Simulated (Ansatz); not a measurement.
Mn: band structure with LDA

The system is Mn.

```
CELL_PARAMETERS angstrom
2.48365 0.00000 0.00000
-1.24182 2.15090 0.00000
0.00000 0.00000 4.02620
ATOMIC_POSITIONS crystal
Mn 0.33333 0.66667 0.25000
Mn 0.66667 0.33333 0.75000
```

This isn't the form of Mn at room conditions, which is a 58-atom cubic cell.

| Property | Result |
| --- | --- |
| Program | Ansatz 0.2.0 |
| Task | band structure |
| Functional | LDA |
| Potentials or basis | all-electron LAPW, scalar-relativistic |
| Cutoff | 307 eV (chosen from the basis error) |
| Basis error allowed | 0.001 eV/atom |
| k mesh | 12 × 12 × 7 |
| Occupations | fermi-dirac, width 0.05 eV |
| Spin | collinear spin, ferromagnetic start |
| Starting moments | [4.0, 4.0] μB |

```json
{
 "Pressure": "-19.5 GPa",
 "Band gap along the path": "none (metal or under the smearing width)",
 "Net moment": "0.00 μB per cell",
 "Absolute moment": "0.00 μB per cell"
}
```

Stress tensor (GPa, compression positive):
```
-19.17   0.00   0.00
  0.00 -19.17   0.00
  0.00   0.00 -20.13
```

Levels at the corners of the path, in eV from the Fermi level:
Spin up:
```
point  band 11  band 12  band 13  band 14  band 15  band 16  band 17  band 18  band 19  band 20
    Γ    -0.98    -0.95    -0.95    -0.48    -0.48     0.05     0.05     0.77     1.63     1.63
    M    -3.69    -1.31    -1.16    -0.94    -0.42     1.85     1.98     2.06     3.63     5.70
    K    -2.86    -2.63    -1.39    -1.39    -0.07     1.47     1.47     1.64     6.56     7.59
    Γ    -0.98    -0.95    -0.95    -0.48    -0.48     0.05     0.05     0.77     1.63     1.63
    A    -1.54    -1.54    -1.03    -1.03    -1.03    -1.03     1.20     1.20     1.20     1.20
    L    -2.65    -2.65     0.19     0.19     0.88     0.88     1.98     1.98     3.21     3.21
    H    -2.72    -2.72    -1.58    -1.58     0.02     0.02     1.70     1.70     7.79     7.79
    A    -1.54    -1.54    -1.03    -1.03    -1.03    -1.03     1.20     1.20     1.20     1.20
```
Spin down:
| point | band 13 | band 14 | band 15 | band 16 | band 17 | band 18 |
| --- | --- | --- | --- | --- | --- | --- |
| Γ | -0.95 | -0.48 | -0.48 | 0.05 | 0.05 | 0.77 |
| M | -1.16 | -0.94 | -0.42 | 1.85 | 1.98 | 2.06 |
| K | -1.39 | -1.39 | -0.07 | 1.47 | 1.47 | 1.64 |
| Γ | -0.95 | -0.48 | -0.48 | 0.05 | 0.05 | 0.77 |
| A | -1.03 | -1.03 | -1.03 | -1.03 | 1.20 | 1.20 |
| L | 0.19 | 0.19 | 0.88 | 0.88 | 1.98 | 1.98 |
| H | -1.58 | -1.58 | 0.02 | 0.02 | 1.70 | 1.70 |
| A | -1.03 | -1.03 | -1.03 | -1.03 | 1.20 | 1.20 |

It took 19 s on 2 threads of Arm Neoverse V2, on a shared host, peak memory 0.5 GiB.

Caveat: the starting moments collapsed, and a magnetic state may lie lower; the starting moments weren't kept.
